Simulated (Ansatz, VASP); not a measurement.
**One calculation of Hf, two programs**

```
CELL_PARAMETERS angstrom
0.00000 3.14393 3.14393
3.14393 0.00000 3.14393
3.14393 3.14393 0.00000
ATOMIC_POSITIONS crystal
Hf 0.12500 0.12500 0.12500
Hf 0.87500 0.87500 0.87500
```

Alike in both runs: task single point; functional PBEsol; k mesh 10 × 10 × 10; occupations fermi-dirac, width 0.1 eV; no spin polarisation.

|  | VASP | Ansatz |
| --- | --- | --- |
| version | VASP 6.6.1 | Ansatz 0.2.0 |
| potentials or method | VASP PAW PBE potentials, release 64 (Hf_pv) | plane waves (420 eV) with PAW, scalar-relativistic |
| plane-wave cutoff (eV) | 520 | 420 |
| valence electrons in the cell | 20 | 52 |

```csv
,VASP,Ansatz,Ansatz less VASP
pressure (GPa),1.1,1.3,+0.26
```

The two sets of potentials don't hold the same shells in valence. Ansatz warned: «pseudo_functional_mismatch».

Caveats: the PAW data sets were made with another functional, which shifts forces and pressure a little (VASP). The runs have no spin-orbit coupling, so splittings on Hf are missing.
